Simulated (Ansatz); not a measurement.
PbF2 (Fluorocronite) under changes of volume

One of the cells (17.354 Å³/atom); the others are scaled copies at fixed shape and fractional positions:

```
Pb F
1.0
     0.00000    2.96366    2.96366
     2.96366    0.00000    2.96366
     2.96366    2.96366    0.00000
Pb F
1 2
Cartesian
  0.0000 0.0000 0.0000
  4.4455 4.4455 4.4455
  1.4818 1.4818 1.4818
```

* Program: Ansatz 0.2.0
* Functional: LDA
* Potentials or basis: Ansatz PAW
* Cutoff: 420 eV (not typed: the program's choice for these potentials)
* k mesh: 8 × 8 × 8
* Occupations: fermi-dirac, width 0.05 eV
* Spin: no spin polarisation

| volume (Å³/atom) | energy over the lowest point (meV/atom) | pressure (GPa) | gap on the mesh (eV) |
| --- | --- | --- | --- |
| 16.313 | 0.00 | 0.2 | 4.25 |
| 16.660 | 1.44 | -1.6 | 4.25 |
| 17.007 | 6.58 | -3.1 | 4.26 |
| 17.354 | 14.97 | -4.5 | 4.26 |
| 17.701 | 26.06 | -5.8 | 4.26 |
| 18.048 | 39.69 | -6.8 | 4.26 |
| 18.395 | ? | ? | ? |

Question: What does the run at 18.395 Å³/atom give?

Answer: Energy over the lowest point 55.69 meV/atom; pressure -7.8 GPa; gap on the mesh 4.24 eV.

Worked out: A Birch-Murnaghan fit of order 3 (a polynomial in V^(-2/3)) to the other rows has its minimum at 16.36 Å³/atom with B0 = V·E''(V) = 90 GPa and B' = 5.4. It gives 55.39 meV/atom at 18.395 Å³/atom, against the run's 55.69, and -dE/dV = -7.7 GPa, against -7.8. A straight line through the other rows of the gap, of slope 0.114 eV per unit of ln V, extrapolates to 4.26 eV, against the run's 4.24.

Energies are extrapolated to zero smearing.

Caveats: spin-orbit coupling is left out, which as a rule narrows the gap of such compounds by several tenths of an eV; the PAW data sets come from PBE, with cores solved anew for the run's functional, which leaves a small shift of forces and pressure.

A mesh can miss the band edges.
